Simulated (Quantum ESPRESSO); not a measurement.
# ZrS2 (P-3m1) in Quantum ESPRESSO: Hubbard U by linear response with PBEsol+U

Aim: the Hubbard U by linear response of ZrS2 with PBEsol+U.

Program: Quantum ESPRESSO 7.5. These are calculated values, not measurements. Logs are shortened: lines on timing, memory, paths and dates and some standing lists are left out, and cuts for length are marked.

**What was measured.**

“Stress-Tuned Optical Transitions in Layered 1T-MX2 (M= Hf, Zr, Sn; X= S, Se) Crystals”, 2022, arxiv:2210.12074 quotes, for a bulk crystal of ZrS2: band gap 1.68 eV (indirect).

The results are compared with them further down.

## (1) The crystal as given

It takes space group P-3m1 (No. 164, trigonal). Conventional cell: a = 3.691 Å, b = 3.691 Å, c = 6.041 Å, α = 90.00°, β = 90.00°, γ = 120.00°. Around Zr (site symmetry -3m) lie 6 S at 2.57 Å. S (site symmetry 3m) is surrounded by 3 Zr at 2.57 Å.

The cell is a database's computed one.

## (2) Hubbard U by linear response, PBEsol+U

Input file pw.in:

```
&CONTROL
  calculation = 'scf'
  prefix = 'pwscf'
  outdir = './tmp'
  pseudo_dir = './pseudo'
  tprnfor = .true.
  tstress = .true.
  disk_io = 'low'
/
&SYSTEM
  ibrav = 0
  nat = 3
  ntyp = 2
  ecutwfc = 45
  ecutrho = 360
  nbnd = 22
  occupations = 'smearing'
  smearing = 'fd'
  degauss = 0.00367493
/
&ELECTRONS
  conv_thr = 6d-10
  electron_maxstep = 120
  mixing_beta = 0.3
/
ATOMIC_SPECIES
Zr    91.2240 zr_pbesol_v1.uspp.F.UPF
S     32.0600 s_pbesol_v1.4.uspp.F.UPF
CELL_PARAMETERS angstrom
   3.6913825498    0.0000000000    0.0000000000
  -1.8456912749    3.1968310632    0.0000000000
   0.0000000000    0.0000000000    6.0410770100
ATOMIC_POSITIONS crystal
Zr     0.0000000000    0.0000000000    0.0000000000
S      0.3333333333    0.6666666667    0.2379099700
S      0.6666666667    0.3333333333    0.7620900300
K_POINTS automatic
6 6 4 0 0 0
HUBBARD {atomic}
U Zr-4d 2.0
```

Input file scf2.in:

```
&CONTROL
  calculation = 'scf'
  prefix = 'pwscf'
  outdir = './tmp'
  pseudo_dir = './pseudo'
  tprnfor = .true.
  tstress = .true.
  disk_io = 'low'
/
&SYSTEM
  ibrav = 0
  nat = 3
  ntyp = 2
  ecutwfc = 45
  ecutrho = 360
  nbnd = 22
  occupations = 'fixed'
/
&ELECTRONS
  conv_thr = 1d-13
  electron_maxstep = 120
  mixing_beta = 0.3
  startingpot = 'file'
  startingwfc = 'file'
/
ATOMIC_SPECIES
Zr    91.2240 zr_pbesol_v1.uspp.F.UPF
S     32.0600 s_pbesol_v1.4.uspp.F.UPF
CELL_PARAMETERS angstrom
   3.6913825498    0.0000000000    0.0000000000
  -1.8456912749    3.1968310632    0.0000000000
   0.0000000000    0.0000000000    6.0410770100
ATOMIC_POSITIONS crystal
Zr     0.0000000000    0.0000000000    0.0000000000
S      0.3333333333    0.6666666667    0.2379099700
S      0.6666666667    0.3333333333    0.7620900300
K_POINTS automatic
6 6 4 0 0 0
HUBBARD {atomic}
U Zr-4d 2.0
```

Input file hp.in:

```
&INPUTHP
  prefix = 'pwscf'
  outdir = './tmp'
  nq1 = 2
  nq2 = 2
  nq3 = 2
  conv_thr_chi = 1d-06
  niter_max = 80
  iverbosity = 1
  alpha_mix(1) = 0.3
/
```

Potentials or basis: GBRV 1.5 PBEsol.

Launch:

```sh
OMP_NUM_THREADS=1 pw.x -in pw.in > pw.out
OMP_NUM_THREADS=1 pw.x -in scf2.in > scf2.out
OMP_NUM_THREADS=1 hp.x -in hp.in > hp.out
```

pw.out:

```text
This program is part of the open-source Quantum ESPRESSO suite
     for quantum simulation of materials; please cite
[... 9 lines left out ...]
     --------------------
     sticks:   dense  smooth     PW     G-vecs:    dense   smooth      PW
     Sum        1201     595    187                55521    19591    3285

     Using Slab Decomposition

     bravais-lattice index     =            0
     lattice parameter (alat)  =       6.9757  a.u.
     unit-cell volume          =     481.0827 (a.u.)^3
     number of atoms/cell      =            3
     number of atomic types    =            2
     number of electrons       =        24.00
     number of Kohn-Sham states=           22
     kinetic-energy cutoff     =      45.0000  Ry
     charge density cutoff     =     360.0000  Ry
     scf convergence threshold =      6.0E-10
     mixing beta               =       0.3000
     number of iterations used =            8  plain     mixing
     Exchange-correlation= SLA  PW   PSX  PSC
                           (   1   4  10   8   0   0   0)
     Hubbard projectors: atomic
     Hubbard parameters of DFT+U (Dudarev formulation) in eV:
     U(Zr-4d) =  2.0000

     Internal variables: lda_plus_u =T, lda_plus_u_kind = 0

     Internal variables: orbital_resolved =F, hub_pot_fix =F, apply_U = F

     celldm(1)=   6.975702  celldm(2)=   0.000000  celldm(3)=   0.000000
     celldm(4)=   0.000000  celldm(5)=   0.000000  celldm(6)=   0.000000

     crystal axes: (cart. coord. in units of alat)
               a(1) = (   1.000000   0.000000   0.000000 )
               a(2) = (  -0.500000   0.866025   0.000000 )
               a(3) = (   0.000000   0.000000   1.636535 )

     reciprocal axes: (cart. coord. in units 2 pi/alat)
               b(1) = (  1.000000  0.577350 -0.000000 )
               b(2) = (  0.000000  1.154701  0.000000 )
               b(3) = (  0.000000 -0.000000  0.611047 )

     PseudoPot. # 1 for Zr read from file:
     zr_pbesol_v1.uspp.F.UPF
     Pseudo is Ultrasoft + core correction, Zval = 12.0
     Generated by new atomic code, or converted to UPF format
     Using radial grid of  887 points,  6 beta functions with:
                l(1) =   0
                l(2) =   0
                l(3) =   1
                l(4) =   1
                l(5) =   2
                l(6) =   2
     Q(r) pseudized with  6 coefficients,  rinner =    1.200   1.200   1.200
                                                       1.200   1.200

     PseudoPot. # 2 for S  read from file:
     s_pbesol_v1.4.uspp.F.UPF
     Pseudo is Ultrasoft + core correction, Zval =  6.0
     Generated by new atomic code, or converted to UPF format
     Using radial grid of  907 points,  6 beta functions with:
                l(1) =   0
                l(2) =   0
                l(3) =   1
                l(4) =   1
                l(5) =   2
                l(6) =   2
     Q(r) pseudized with  8 coefficients,  rinner =    1.300   1.300   1.300
                                                       1.300   1.300

     atomic species   valence    mass     pseudopotential
     Zr               12.00    91.22400     Zr( 1.00)
     S                 6.00    32.06000     S ( 1.00)

     12 Sym. Ops., with inversion, found

   Cartesian axes

     site n.     atom                  positions (alat units)
         1        Zr     tau(   1) = (   0.0000000   0.0000000   0.0000000  )
         2        S      tau(   2) = (  -0.0000000   0.5773503   0.3893480  )
         3        S      tau(   3) = (   0.5000000   0.2886751   1.2471871  )

     number of k points=    24  Fermi-Dirac smearing, width (Ry)=  0.0037
                       cart. coord. in units 2pi/alat
        k(    1) = (   0.0000000   0.0000000   0.0000000), wk =   0.0138889
        k(    2) = (   0.0000000   0.0000000   0.1527618), wk =   0.0277778
        k(    3) = (   0.0000000   0.0000000  -0.3055235), wk =   0.0138889
        k(    4) = (   0.0000000   0.1924501   0.0000000), wk =   0.0833333
        k(    5) = (   0.0000000   0.1924501   0.1527618), wk =   0.0833333
        k(    6) = (   0.0000000   0.1924501  -0.3055235), wk =   0.0833333
[... 16 lines left out ...]
        k(   23) = (   0.0000000   0.3849002  -0.1527618), wk =   0.0833333
        k(   24) = (  -0.1666667   0.4811252  -0.1527618), wk =   0.1666667

     Dense  grid:    55521 G-vectors     FFT dimensions: (  45,  45,  72)

     Smooth grid:    19591 G-vectors     FFT dimensions: (  30,  30,  50)

     Initial potential from superposition of free atoms

     starting charge      23.9980, renormalised to      24.0000

     negative rho (up, down):  6.088E-02 0.000E+00

     STARTING HUBBARD OCCUPATIONS:

     =================== HUBBARD OCCUPATIONS ===================
     ------------------------ ATOM    1 ------------------------
     Tr[ns(  1)] =   2.00000
     eigenvalues:
       0.200  0.200  0.200  0.200  0.200
     eigenvectors (columns):
       1.000  0.000  0.000  0.000  0.000
       0.000  1.000  0.000  0.000  0.000
       0.000  0.000  1.000  0.000  0.000
       0.000  0.000  0.000  1.000  0.000
       0.000  0.000  0.000  0.000  1.000
     occupation matrix ns (before diag.):
       0.200  0.000  0.000  0.000  0.000
       0.000  0.200  0.000  0.000  0.000
       0.000  0.000  0.200  0.000  0.000
       0.000  0.000  0.000  0.200  0.000
       0.000  0.000  0.000  0.000  0.200

     Number of occupied Hubbard levels =    2.0000

     Atomic wfc used for Hubbard projectors are NOT orthogonalized

     Starting wfcs are   21 randomized atomic wfcs +    1 random wfcs

     Self-consistent Calculation

     iteration #  1     ecut=    45.00 Ry     beta= 0.30
     Davidson diagonalization with overlap
     ethr =  1.00E-02,  avg # of iterations =  4.6

     =================== HUBBARD OCCUPATIONS ===================
     ------------------------ ATOM    1 ------------------------
     Tr[ns(  1)] =   3.84135
     eigenvalues:
       0.266  0.290  0.290  0.537  0.537
     eigenvectors (columns):
       1.000 -0.000  0.000 -0.000  0.000
       0.000  0.403 -0.505 -0.625 -0.437
      -0.000  0.505  0.403 -0.437  0.625
      -0.000 -0.597 -0.476 -0.370  0.530
      -0.000 -0.476  0.597 -0.530 -0.370
     occupation matrix ns (before diag.):
       0.266  0.000  0.000  0.000  0.000
       0.000  0.434  0.000 -0.000  0.122
       0.000  0.000  0.434  0.122  0.000
       0.000 -0.000  0.122  0.393 -0.000
       0.000  0.122  0.000 -0.000  0.393

     Number of occupied Hubbard levels =    3.8413

     negative rho (up, down):  6.161E-02 0.000E+00

     total energy              =    -147.27822611 Ry
     estimated scf accuracy    <       0.26177208 Ry

     iteration #  2     ecut=    45.00 Ry     beta= 0.30
     Davidson diagonalization with overlap
     ethr =  1.09E-03,  avg # of iterations =  1.4

     negative rho (up, down):  6.209E-02 0.000E+00
[... 76 lines left out ...]
     iteration # 11     ecut=    45.00 Ry     beta= 0.30
     Davidson diagonalization with overlap
     ethr =  1.01E-11,  avg # of iterations =  3.8

     negative rho (up, down):  6.326E-02 0.000E+00

     End of self-consistent calculation

     =================== HUBBARD OCCUPATIONS ===================
     ------------------------ ATOM    1 ------------------------
     Tr[ns(  1)] =   4.54018
     eigenvalues:
       0.324  0.350  0.350  0.623  0.623
     eigenvectors (columns):
       1.000 -0.000  0.000 -0.000  0.000
       0.000  0.385 -0.504 -0.644 -0.428
      -0.000  0.504  0.385 -0.428  0.644
      -0.000 -0.615 -0.470 -0.351  0.528
      -0.000 -0.470  0.615 -0.528 -0.351
     occupation matrix ns (before diag.):
       0.324  0.000  0.000  0.000  0.000
       0.000  0.513  0.000 -0.000  0.134
       0.000  0.000  0.513  0.134  0.000
       0.000 -0.000  0.134  0.460 -0.000
       0.000  0.134  0.000 -0.000  0.460

     Number of occupied Hubbard levels =    4.5402

          k = 0.0000 0.0000 0.0000 (  2491 PWs)   bands (ev):

   -42.5265 -20.6270 -20.4679 -20.4679  -6.1289  -4.7076   2.4063   3.5258
     3.5258   6.3599   6.3599   6.4015   8.1353   8.1353   8.9656  11.3549
    11.3549  12.0046  12.1622  15.8830  15.8830  18.0042

          k = 0.0000 0.0000 0.1528 (  2448 PWs)   bands (ev):

   -42.5263 -20.6271 -20.4679 -20.4679  -6.0411  -4.8414   2.7519   3.5379
     3.5379   5.6600   6.3104   6.3104   8.1232   8.1232   9.1672  11.4959
    11.4959  12.3040  12.7329  15.9774  15.9774  16.5265
[... 37 lines left out ...]
          k = 0.0000 0.3849-0.3055 (  2444 PWs)   bands (ev):

   -42.5180 -20.6554 -20.5858 -20.5087  -5.3456  -4.9360   2.6852   3.1269
     3.8056   4.4692   5.4200   5.6650   7.7710   9.5623   9.8642  11.3197
    11.4463  13.0947  14.0016  15.6618  17.2949  17.6584

          k = 0.0000-0.5774 0.0000 (  2436 PWs)   bands (ev):

   -42.5122 -20.7176 -20.5719 -20.5224  -5.3090  -4.7192   2.2790   3.8384
     3.8785   4.1080   4.7725   5.2631   7.7431   9.7475  10.0387  12.0480
    12.2412  12.9799  14.2083  15.7918  15.8559  16.7513

          k = 0.0000-0.5774 0.1528 (  2428 PWs)   bands (ev):

   -42.5122 -20.7176 -20.5720 -20.5224  -5.3483  -4.6752   2.2375   3.5017
     3.8209   4.2063   5.2354   5.3627   7.6816   9.7413  10.0391  11.8426
    12.2511  12.7020  13.7791  15.2839  16.2724  16.6282

          k = 0.0000-0.5774-0.3055 (  2440 PWs)   bands (ev):

   -42.5122 -20.7175 -20.5721 -20.5223  -5.3828  -4.6359   2.1901   3.3351
     3.7693   4.2255   5.4577   5.6496   7.5852   9.7341  10.0385  11.6598
    12.1389  12.6421  13.5179  14.5296  16.8546  17.2695

          k = 0.1667 0.2887 0.0000 (  2461 PWs)   bands (ev):

   -42.5206 -20.6111 -20.5941 -20.5134  -5.4354  -4.9502   3.2615   3.3423
     3.4641   4.2487   4.8443   5.9900   8.4933   8.9756   9.8639  10.7292
    11.7244  14.4892  15.1392  15.4379  15.6715  16.4973
[... 55 lines left out ...]
          k = 0.0000 0.3849-0.1528 (  2464 PWs)   bands (ev):

   -42.5180 -20.6555 -20.5856 -20.5087  -5.2774  -5.0118   2.8889   3.3280
     3.8706   4.1583   5.2943   5.3033   7.8583   9.5465   9.7525  11.6917
    11.8594  13.1433  14.8763  15.6182  16.6161  17.0644

          k =-0.1667 0.4811-0.1528 (  2448 PWs)   bands (ev):

   -42.5132 -20.6841 -20.5735 -20.5541  -5.1672  -4.8725   2.6411   3.2812
     3.9611   4.4038   4.4817   5.1472   8.4444   9.3698   9.8857  11.2492
    12.3661  13.4767  14.8865  15.7817  15.9276  16.4472

     the Fermi energy is     7.0144 ev

!    total energy              =    -147.32778773 Ry
     estimated scf accuracy    <          1.9E-10 Ry
     smearing contrib. (-TS)   =      -0.00000006 Ry
     internal energy E=F+TS    =    -147.32778766 Ry

     The total energy is F=E-TS. E is the sum of the following terms:
     one-electron contribution =     -55.19618204 Ry
     hartree contribution      =      35.26957359 Ry
     xc contribution           =     -34.35220611 Ry
     ewald contribution        =     -93.21710172 Ry
     Hubbard energy            =       0.16812862 Ry

     convergence has been achieved in  11 iterations

     negative rho (up, down):  6.326E-02 0.000E+00

     Forces acting on atoms (cartesian axes, Ry/au):

     atom    1 type  1   force =    -0.00000000    0.00000000    0.00000000
     atom    2 type  2   force =    -0.00000000   -0.00000000   -0.00450152
     atom    3 type  2   force =     0.00000000    0.00000000    0.00450152

     Total force =     0.006366     Total SCF correction =     0.000030

     Computing stress (Cartesian axis) and pressure

     negative rho (up, down):  6.326E-02 0.000E+00
          total   stress  (Ry/bohr**3)                   (kbar)     P=      -15.60
  -0.00012175  -0.00000000   0.00000000          -17.91       -0.00        0.00
  -0.00000000  -0.00012175   0.00000000           -0.00      -17.91        0.00
   0.00000000   0.00000000  -0.00007468            0.00        0.00      -10.99

=------------------------------------------------------------------------------=
   JOB DONE.
=------------------------------------------------------------------------------=
```

It took 5.1 min on 1 thread of Intel Xeon 6975P-C (Granite Rapids), shared host; peak memory 0.26 GiB.

Results:

```yaml
Free_energy: -2004.4967 eV
Pressure: -1.6 GPa
Largest_force: 0.116 eV/Å
Band_gap_on_the_k_mesh: 1.17 eV, indirect (least direct gap 1.73 eV)
Hubbard_U_from_linear_response: 1.73 eV
```

Forces on the atoms (eV/Å):
```
Zr   0.000  0.000  0.000
S    0.000  0.000 -0.116
S    0.000  0.000  0.116
```

Eigenvalues of the final occupation matrices:
```
   site  spin  trace               eigenvalues
Zr 1 4d  each   2.27  0.32 0.35 0.35 0.62 0.62
```

Hubbard U from linear response:
| site | manifold | U (eV) |
| --- | --- | --- |
| 1 | Zr-4d | 1.73 |
On the first site the bare response is -0.671 and the screened one -0.310 eV⁻¹.

Caveat: this functional lacks dispersion, which binds the layers, so the pressure and a relaxed spacing across them are unreliable.

## (3) Comparison with measurements

Step 2. A measured gap of ZrS2 is 1.68 eV (indirect; quoted in “Stress-Tuned Optical Transitions in Layered 1T-MX2 (M= Hf, Zr, Sn; X= S, Se) Crystals”, 2022, arxiv:2210.12074); the calculated 1.17 eV misses it by -0.51 eV. Spin-orbit coupling on Zr is left out. The value is that of PBEsol+U on a finite k mesh, which can miss the band edges, without temperature or zero-point motion. The cell is a database's relaxed one, not the measured one, which moves gaps too.
